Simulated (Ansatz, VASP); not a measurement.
## One calculation of BN, two programs

```xyz
2
Lattice="0.0000 1.8130 1.8130 1.8130 0.0000 1.8130 1.8130 1.8130 0.0000" Properties=species:S:1:pos:R:3 pbc="T T T"
B     0.1061    0.1061    0.0000
N     2.7195    2.7195    2.7195
```

Change from the starting cell: all B atoms moved +0.150 Å, as atom 1 along Cartesian [1 1 0].

Alike in both runs: task single point; functional PBE; k mesh 12 × 12 × 12; occupations gaussian, width 0.05 eV; no spin polarisation.

|  | VASP | Ansatz |
| --- | --- | --- |
| version | VASP 6.6.1 | Ansatz 0.2.0 |
| potentials or method | VASP PAW PBE potentials, release 64 (B, N) | scalar-relativistic, plane waves, PAW |
| plane-wave cutoff (eV) | 520 | 420 |
| valence electrons in the cell | 8 | 8 |

```tsv
	VASP	Ansatz	Ansatz less VASP
gap on the k mesh at the Fermi level (eV)	3.09	3.10	+0.012
least direct gap on the mesh (eV)	7.05	7.05	+0.004
pressure (GPa)	6.3	6.1	-0.17
largest component of the traceless stress (GPa)	6.92	6.93	+0.014
rms of the force components (eV/Å)	2.127	2.120	-0.0071
```

Atom by atom the forces differ by 0.007 eV/Å (rms over components). The functional is the same, so the differences come from potentials, cutoffs and numerics.

Caveats: forces of over 1 eV/Å show positions far from the minimum, so gaps and moduli don't describe the material at rest. A k mesh can miss the band edges.
